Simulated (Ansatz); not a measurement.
ZnS (distorted cell): Hartree-Fock single point

These are results of Hartree-Fock, hard PAW set made for 700 eV in Ansatz 0.2.0-dev, not measurements.

```json
{
 "crystal": {"lattice": [[0.0, 2.705, 2.705], [2.705, 0.0, 2.705], [2.705, 2.705, 0.0]], "atoms": [{"symbol": "Zn", "position": [0, 0, 0]}, {"symbol": "S", "position": [0.275, 0.25, 0.235]}]},
 "basis": {"precision": "f64", "xc_grid": 2, "ecutwfc": 700, "ecutrho_ratio": 4},
 "kpoints": {"mp_grid": {"grid": [3, 3, 3], "shift": [0, 0, 0]}},
 "hamiltonian": {"xc": "hf", "dispersion": "none", "pseudopotentials": {"kind": "paw", "azcp": {"S": "pseudopotentials/S.paw.azcp", "Zn": "pseudopotentials/Zn.paw.azcp"}}},
 "magnetization": {"spin_polarized": false},
 "scf": {"lower_state_search": "off", "max_iter": 200, "occupations": {"method": "fixed"}, "convergence": {"dr2_threshold": "1e-10 eV"}, "exx": {"energy_threshold": "3e-8 eV", "ecutfock_ratio": 4}},
 "output": {"forces": true, "stress": true, "eigenvalues": true}
}
```

The pressure is 9.5 GPa and the gap on the mesh is 10.39 eV. The direct gap at Gamma is 10.39 eV and the electron count is 26. The wave cutoff is 700 eV.

Forces on the atoms, in the input's order:

| atom | Fx (eV/Å) | Fy (eV/Å) | Fz (eV/Å) |
| --- | --- | --- | --- |
| Zn1 | -0.347 | 0.276 | 0.515 |
| S2 | 0.346 | -0.276 | -0.515 |

The cell is a model at fixed atoms and needn't be the relaxed known crystal. The PAW or pseudopotential files were made with PBE. Exact exchange takes a Wigner-Seitz cut. The mesh is coarse, so pressures, gaps and forces aren't converged; on such meshes the pressure can be off by several GPa.
